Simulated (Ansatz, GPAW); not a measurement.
Given: the input of a run of GPAW 26.7.0 (ASE script) on PbS (Galena). 

Contents of run.py:

```python
from ase import Atoms
from ase.dft.bandgap import bandgap
from ase.io import write
from ase.units import GPa
from gpaw import GPAW, PW

atoms = Atoms(['Pb', 'S'],
              cell=[[0.0, 2.96575, 2.96575],
                    [2.96575, 0.0, 2.96575],
                    [2.96575, 2.96575, 0.0]],
              scaled_positions=[[0.0, 0.0, 0.0],
                                [0.5, 0.5, 0.5]],
              pbc=True)

calc = GPAW(mode=PW(600),
            xc='PBE',
            kpts={'size': (8, 8, 8), 'gamma': True},
            occupations={'name': 'methfessel-paxton', 'order': 0, 'width': 0.017},
            nbands=19,
            convergence={'density': 1e-05, 'energy': 1e-05},
            maxiter=150,
            txt='gpaw.txt')
atoms.calc = calc
energy = atoms.get_potential_energy()
forces = atoms.get_forces()
stress = atoms.get_stress()
calc.write('gs.gpw')
write('result.traj', atoms)
print(f'Energy: {energy:.6f} eV')
print('Forces (eV/A):')
print(forces.round(4))
print('Stress (GPa):', (stress / GPa).round(3))
print('Fermi level:', round(calc.get_fermi_level(), 4), 'eV')
print(f'Gap: {bandgap(calc)[0]:.4f} eV, direct: {bandgap(calc, direct=True)[0]:.4f} eV')
```

Potentials or basis: GPAW PAW data sets (gpaw-data 1.2.1), pw.

Command:

```console
$ OMP_NUM_THREADS=1 python run.py
```

**Question.** Translate it to Ansatz 0.2.0. Potentials or basis there: all-electron LAPW, scalar-relativistic.

**Answer.** As run (cutoffs and basis follow the program's own potentials, and thresholds, step limits or extra output files can differ):

Contents of input.yaml:

```yaml
crystal:
  lattice:
    - [0.0, 2.96575, 2.96575]
    - [2.96575, 0.0, 2.96575]
    - [2.96575, 2.96575, 0.0]
  atoms:
    - { symbol: Pb, position: [0.0, 0.0, 0.0] }
    - { symbol: S, position: [0.5, 0.5, 0.5] }
kpoints:
  mp_grid: { grid: [8, 8, 8] }
scf:
  occupations: { method: gaussian, width: 0.017 }
hamiltonian:
  xc: pbe
  pseudopotentials: { kind: all_electron, lapw: { basis_error: 0.001 } }
output:
  forces: true
  stress: true
  eigenvalues: true
```

Potentials or basis: all-electron LAPW, scalar-relativistic.

The run is started by

```bash
$ ansatz run input.yaml --threads 1 --pin off --max-ram 3072MiB --backend cpu --events-out ev --progress --plain --runs-dir out
```

Both were run:

|  | GPAW | Ansatz |
| --- | --- | --- |
| Pressure | 2.0 GPa | 2.2 GPa |

Where Ansatz's input types no cutoff or centring, it takes its own default and a Γ-centred mesh.

Pressure is positive in compression.
